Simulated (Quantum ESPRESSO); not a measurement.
Ge under changes of volume

One of the cells (18.524 Å³/atom); the others are scaled copies at fixed shape and fractional positions:

```
Ge
1.0
    -2.57449    2.57449    1.39741
     2.57449   -2.57449    1.39741
     2.57449    2.57449   -1.39741
Ge
2
Direct
  0.50000 0.50000 0.00000
  0.25000 0.75000 0.50000
```

This isn't the form of Ge at room conditions, which is diamond.

| Quantity | Value |
| --- | --- |
| Program | Quantum ESPRESSO 7.5 |
| Functional | PBEsol |
| Potentials or basis | PseudoDojo 0.4 FR PBEsol standard |
| Cutoff | 1061 eV |
| Density cutoff | 4245 eV |
| k mesh | 6 × 6 × 6 |
| Occupations | fermi-dirac, width 0.05 eV |
| Spin | spin-orbit coupling, no magnetisation |

```csv
volume (Å³/atom),energy over the lowest point (meV/atom),pressure (GPa)
17.413,?,?
17.783,4.41,2.7
18.154,0.21,0.9
18.524,0.00,-0.8
18.895,3.37,-2.2
19.265,9.93,-3.5
19.636,19.32,-4.6
```

What does the run at 17.413 Å³/atom give?

Energy over the lowest point 13.08 meV/atom; pressure 4.7 GPa.

Worked out: A Birch-Murnaghan fit of order 3 (a polynomial in V^(-2/3)) to the other rows has its minimum at 18.36 Å³/atom with B0 = V·E''(V) = 80 GPa and B' = 4.7 at fixed shape and positions, which overstates the stiffness. It gives 13.10 meV/atom at 17.413 Å³/atom, against the run's 13.08, and -dE/dV = 4.8 GPa, against 4.7.

Energies are extrapolated to zero smearing.

Caveats: all runs use coarse meshes.
